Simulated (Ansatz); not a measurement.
# PbSe: changing the functional

```xyz
2
Lattice="0.0000 3.0606 3.0606 3.0606 0.0000 3.0606 3.0606 3.0606 0.0000" Properties=species:S:1:pos:R:3 pbc="T T T"
Pb    0.0000    0.0000    0.0000
Se    3.0606    3.0606    3.0606
```

Kept alike: task single point; k mesh 4 × 4 × 4; occupations fermi-dirac, width 0.05 eV; no spin polarisation. Program: Ansatz, PAW datasets made for the crystal. Cutoffs run from 240 to 270 eV. The mesh is that of the run's cell of 2 atoms. No spin-orbit coupling.

| functional | band gap (eV) | pressure (GPa) |
| --- | --- | --- |
| HSE06 | 0.690 | 1.36 |
| PBE | 0.287 | 2.38 |
| PBE0 | 1.281 | 1.40 |

The k mesh is coarse, so the values aren't converged. Pressure is positive in compression, with a Pulay correction for the finite cutoff. Spin-orbit coupling, left out here, moves the band edges of heavy atoms and can close or invert small gaps. A gap read on the mesh alone can miss an edge between its points.

**Question.** What does the functional change here?

**Answer.** The band gap runs from 0.287 (PBE) to 1.281 eV (PBE0). From PBE: HSE06 +0.403; PBE0 +0.994. The pressure runs from 1.36 (HSE06) to 2.38 GPa (PBE). From PBE: HSE06 -1.02; PBE0 -0.98. A positive pressure means that the functional's own cell is larger than the one given, a negative one that it is smaller.
